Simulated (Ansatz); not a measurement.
A 14-atom cell of Ge3N4 (P6_3/m) from a materials database, relaxed with r2SCAN in the PAW code Ansatz: the symmetry is P6_3/m (No. 176, hexagonal); conventional cell a = 8.044 Å, c = 3.080 Å, 12.33 Å³ an atom. Ge is surrounded by 4 N at 1.83–1.84 Å; N is surrounded by 3 Ge at 1.83 Å; N is surrounded by 3 Ge at 1.84 Å. It was then strained (uniaxial along z, other directions held), atoms relaxed again within the symmetry left. Unstrained, HSE06 gives 3.701 eV (Γ, 3×3×6 mesh), and the band edges keep their places in every row. Stress is positive in compression. No spin polarisation and no zero-point or thermal motion.

Axes as in this cell:
```yaml
crystal:
  lattice:
    - [8.04393, 0.00000, 0.00000]
    - [-4.02196, 6.96625, 0.00000]
    - [0.00000, 0.00000, 3.08006]
  atoms:
    - { symbol: Ge, position: [0.82864, 0.23494, 0.75000] }
    - { symbol: Ge, position: [0.59370, 0.82864, 0.25000] }
    - { symbol: Ge, position: [0.23494, 0.40630, 0.25000] }
    - { symbol: Ge, position: [0.76506, 0.59370, 0.75000] }
    - { symbol: Ge, position: [0.40630, 0.17136, 0.75000] }
    - { symbol: Ge, position: [0.17136, 0.76506, 0.25000] }
    - { symbol: N, position: [0.66667, 0.33333, 0.75000] }
    - { symbol: N, position: [0.33333, 0.66667, 0.25000] }
    - { symbol: N, position: [0.66939, 0.97221, 0.75000] }
    - { symbol: N, position: [0.69718, 0.66939, 0.25000] }
    - { symbol: N, position: [0.97221, 0.30282, 0.25000] }
    - { symbol: N, position: [0.02779, 0.69718, 0.75000] }
    - { symbol: N, position: [0.33061, 0.02779, 0.25000] }
    - { symbol: N, position: [0.30282, 0.33061, 0.75000] }
```

```
strain (%)        ε  ΔE_g, HSE06 (eV)  Δσ_zz, r2SCAN (GPa)
      -3.0  -0.0300            +0.200               +14.29
      -1.0  -0.0100            +0.076                +4.50
      +1.0  +0.0100            -0.087                -4.22
```

Q: Fit ΔE_g = a x + b x² to these rows by least squares, with x = ε.

A: The normal equations take Σx² = 1.100e-03, Σx³ = -2.700e-05, Σx⁴ = 8.300e-07, ΣxΔE = -7.630e-03 and Σx²ΔE = 1.789e-04, and give a = -8.17 eV, b = -50.1 eV; the largest residual is 0.001 eV.

Q: Fit the change of σ_zz in the same way.

A: Δσ_zz = -435.8 x + (1351) x² GPa. The slope, 436 GPa, is C₃₃ in these axes.

Q: Predict the withheld row at -2.0 % (x = -0.0200).

A: ΔE_g ≈ -8.17 × (-0.0200) + (-50.1) × (-0.0200)² = +0.143 eV, and Δσ_zz ≈ +9.26 GPa. The runs give +0.144 eV and +9.26 GPa, off by +0.001 eV and 0.00 GPa.

The runs are scalar-relativistic, without spin-orbit coupling.
